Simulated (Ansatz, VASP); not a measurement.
# Two plane-wave programs on GaN

```
Ga N
1.0
     3.01330    0.00000    0.00000
    -1.50665    2.60959    0.00000
     0.00000    0.00000   10.01922
Ga N
4 4
Direct
  0.33333 0.66667 0.87712
  0.66667 0.33333 0.12288
  0.66667 0.33333 0.37712
  0.33333 0.66667 0.62288
  0.66667 0.33333 0.75000
  0.00000 0.00000 0.00000
  0.33333 0.66667 0.25000
  0.00000 0.00000 0.50000
```

Alike in both runs: functional PBE; k mesh 6 × 6 × 2; occupations gaussian, width 0.1 eV; no spin polarisation.

Ansatz relaxed the structure, and its values are those at the end. VASP's run is a single point on that final structure, the one shown.

|  | VASP | Ansatz |
| --- | --- | --- |
| version | VASP 6.6.1 | Ansatz 0.2.0 |
| potentials or method | VASP PAW PBE potentials, release 64 (Ga_d, N) | scalar-relativistic, plane waves, PAW |
| plane-wave cutoff (eV) | 520 | 420 |
| valence electrons in the cell | 72 | 72 |

Ansatz gave:

* gap on the k mesh at the Fermi level (eV): 1.06
* least direct gap on the mesh (eV): 1.29
* pressure (GPa): 0.0

What did VASP give for the same quantities?

gap on the k mesh at the Fermi level (eV): 1.05; least direct gap on the mesh (eV): 1.28; pressure (GPa): 0.7.

The functional is the same, so the differences come from potentials, cutoffs and numerics.

A k mesh can miss the band edges.
